SIRIUS 7.10.0 plane-wave DFT calculations of GaP (F-43m, 2-atom cell) at fixed geometry, with PBEsol, dojo-sr-pbesol-0.4.1-standard potentials, an 8×8×8 k mesh and 0.05 eV Fermi–Dirac smearing, without spin polarisation or spin–orbit coupling. The sweep value is the wave cutoff in eV; free energies and forces are compared with those at the highest cutoff.

| sweep density cutoff (eV) | sweep value | energy less tightest (meV/atom) | pressure (GPa) | gap (eV) | force miss (eV/Å) |
| --- | --- | --- | --- | --- | --- |
| 1102 | 275.5 | 147257.1 | -1262.9 | 0.000 | 0.000 |
| 1587 | 396.7 | 65098.2 | -1056.5 | 0.511 | 0.000 |
| 2160 | 540 | 17721.7 | -540.5 | 1.371 | 0.000 |
| 2821 | 705.3 | 2088.1 | -120.4 | 1.523 | 0.000 |
| 3571 | 892.7 | 62.1 | -7.1 | 1.519 | 0.000 |
| 4408 | 1102.1 | 1.1 | -0.5 | 1.519 | 0.000 |
| 5830 | 1457.5 | 0.7 | -0.5 | 1.519 | 0.000 |
| 7450 | 1862.5 | 0.0 | -0.5 | 1.519 | 0.000 |

At a plane-wave cutoff near 700 eV, the gap of GaP is settled to a few meV, the energy is still wrong by about 2 eV per atom, and the pressure is wrong by about 120 GPa. All three come from the same run and the same incomplete basis. They differ because each responds in its own way to one poorly resolved part of the crystal, the compact 3d shell of gallium.

Here "sweep value" is the wave cutoff $E_c$, the largest kinetic energy of a plane wave in the basis. "Energy less tightest" is the energy error $\Delta E$ relative to the run with the highest cutoff. The density cutoff is always four times $E_c$, so the rows show the effect of both together.

**What the plane waves have to resolve**

The Ga potential treats the 3d electrons as valence electrons. The size of the total energy fits this: it is about ten times what eight outer electrons alone would supply, judged by rough, recalled ionisation energies. The 3d shell is small, with a radius of roughly 0.3 Å. At the lowest cutoff, half the shortest wavelength is 0.37 Å, too coarse to draw such a shell; at 705.3 eV it is 0.23 Å.

An electron in a harmonic well is a simpler system that shows what follows. Its ground state is a Gaussian, whose Fourier weight is again a Gaussian in the wave vector. Kinetic energy grows as the square of the wave vector, so the weight left out falls by a nearly constant factor for each added eV of cutoff. The 3d shell shares the rapid fall but not the constant factor. A d orbital has no weight at zero wave vector and most of it further out, so the cutoff must first pass that region. Pseudopotentials of this kind are also built to leave little kinetic energy beyond a chosen wave vector, which can make the fall steepen further.

The energy follows this course. At the start, another 100 eV of cutoff only halves the error. Between 705.3 and 892.7 eV, the same 100 eV cuts it by a factor of 6.5. The cutoff that the total energy needs here is thus set by the most compact valence shell, even though that shell takes little part in bonding.

**Why the gap settles early**

The gap is a difference between two orbital energies, and both states at its edges are mainly spread-out s and p states. These need only modest cutoffs. An error in the 3d shell raises the total energy in full but reaches the gap only through the influence of 3d on those outer states. That is why the gap can be steady at 705.3 eV while the energy is not.

In the first three rows the gap is far too small. A 3d shell that is drawn too coarsely probably spreads outward, and this changes the potential in which the outer s and p states move. At the lowest cutoffs those states may also be poorly drawn themselves. The table cannot separate the two effects.

It is tempting to share the energy error among the 3d electrons and read it as a rise of their orbital energies, but that would mislead. Electrons in a wider shell repel each other less, which pulls their orbital energies down even while the total energy goes up. The gap error need not keep one sign either: at 705.3 eV the gap is slightly too wide. In any case the zero gap in the first row is a fault of the basis and no sign of a metal.

A settled gap is also not yet a correct one. The converged 1.52 eV lies well below the measured value of roughly 2.3 eV. Spin-orbit coupling and lattice vibrations are left out, but both would lower the computed gap further. The shortfall is the familiar one of semilocal functionals. The k mesh may also miss the exact band edge, which would make the printed gap slightly too large and so hide a little of the shortfall.

**Why the pressure is so far off**

Pressure measures how the energy changes when the cell is stretched. The program evaluates this change with a fixed set of plane waves. Stretching the cell lengthens every wave, so the effective cutoff drops as $V^{-2/3}$, where $V$ is the volume per atom. The 3d shell is then drawn more coarsely and the energy rises, which the program reads as a strong inward pull. This false pressure is known as Pulay stress.

Its size follows from the energy column if the error at a given cutoff belongs to the atom and does not depend on the volume. With $\Delta E$ falling locally as $e^{-kE_c}$, the false pressure is

$$P_\text{false}=\frac{2}{3}\,\frac{E_c}{V}\,\frac{dE}{dE_c}=-\frac{2}{3}\,kE_c\,\frac{\Delta E}{V}.$$

For 705.3 eV, the decay rate $k$ is the mean over the two neighbouring steps:

$$k=\frac12\left[\frac{\ln(17.72/2.088)}{705.3-540}+\frac{\ln(2.088/0.0621)}{892.7-705.3}\right]\text{eV}^{-1}=0.01585\ \text{eV}^{-1}.$$

The energy error per volume is $2.088/20.24=0.1032$ eV/Å³, or 16.5 GPa. The factor $\tfrac23 kE_c$ is 7.45, which gives

$$P_\text{false}\approx-7.45\times16.5\ \text{GPa}\approx-123\ \text{GPa}.$$

The computed pressure lies 120 GPa below its converged value. The factor of about seven explains why pressure is so demanding: it feels the steepness of the energy curve as well as its height.

The same formula, with no adjusted constant, was applied to the four cutoffs from 396.7 to 892.7 eV, as the printed output shows. It comes within 3% of the computed pressure error at the first three and is 16% too small at the last. Most of that shortfall comes from the reference energy. Of the 1.1 meV per atom left at 1102.1 eV, the larger part seems to be a slow creep, discussed below, and not the steep fall. Counted from the run at 1457.5 eV, the error there is only 0.4 meV per atom. The slope is then steeper, and most of the shortfall disappears.

**Where the steep fall ends**

From 1102.1 eV on, the pressure stays at −0.5 GPa. This remainder is real for the chosen cell, which is slightly too large for this functional. The energy, however, still creeps down, by 0.4 and then 0.7 meV per atom. Since the second step is the larger, convergence below 1 meV per atom is not established. The creep may come from the density grid, which is refined along with the wave cutoff, but only a run that changes one cutoff alone could decide.

For practical work, the test must match the quantity wanted. A cutoff of 705.3 eV passes a 10 meV test on the gap, yet a cell relaxation at that setting would follow a false pressure larger than the bulk modulus of GaP, which is roughly 90 GPa. Among the cutoffs tried, 1102.1 eV is the first that settles both the pressure to 0.1 GPa and the total energy to 10 meV per atom. Energy differences between similar structures at one fixed cutoff can settle sooner, because much of the 3d error then cancels. The zero forces are no test at all, because the symmetry of the crystal fixes them at every cutoff.

Numerical output:

```
Errors against the tightest cutoff:
   row  wave cutoff (eV)  shortest half wavelength (angstrom)  energy error (eV/atom)  energy error per 3d electron (eV)  pressure error (GPa)  gap error (meV)
  1102             275.5                               0.3694                   147.3                              29.45                 -1262            -1519
  1587             396.7                               0.3079                    65.1                              13.02                 -1056            -1008
  2160               540                               0.2639                   17.72                              3.544                  -540             -148
  2821             705.3                               0.2309                   2.088                             0.4176                -119.9                4
  3571             892.7                               0.2052                  0.0621                            0.01242                  -6.6                0
  4408              1102                               0.1847                  0.0011                            0.00022                     0                0
  5830              1458                               0.1606                  0.0007                            0.00014                     0                0
  7450              1862                               0.1421                       0                                  0                     0                0
Factor by which the energy error falls per 100 eV from 275.5 to 396.7 eV: 1.961
Factor per 100 eV from 396.7 to 540 eV: 2.479
Factor per 100 eV from 540 to 705.3 eV: 3.646
Factor per 100 eV from 705.3 to 892.7 eV: 6.526
Factor per 100 eV from 892.7 to 1102.1 eV: 6.863
Factor per 100 eV from 1102.1 to 1457.5 eV: 1.136
Estimated false pressure at 396.7 eV (GPa): -1078
Estimated false pressure at 540 eV (GPa): -555.9
Estimated false pressure at 705.3 eV (GPa): -123.2
Estimated false pressure at 892.7 eV (GPa): -5.561
Estimate over computed pressure error at 396.7 eV: 1.02
Estimate over computed pressure error at 540 eV: 1.03
Estimate over computed pressure error at 705.3 eV: 1.027
Estimate over computed pressure error at 892.7 eV: 0.8426
Depth of total energy over rough binding of the eight outer electrons: 9.856
Energy drop from 1102.1 to 1457.5 eV (meV/atom): 0.4
Energy drop from 1457.5 to 1862.5 eV (meV/atom): 0.7
```
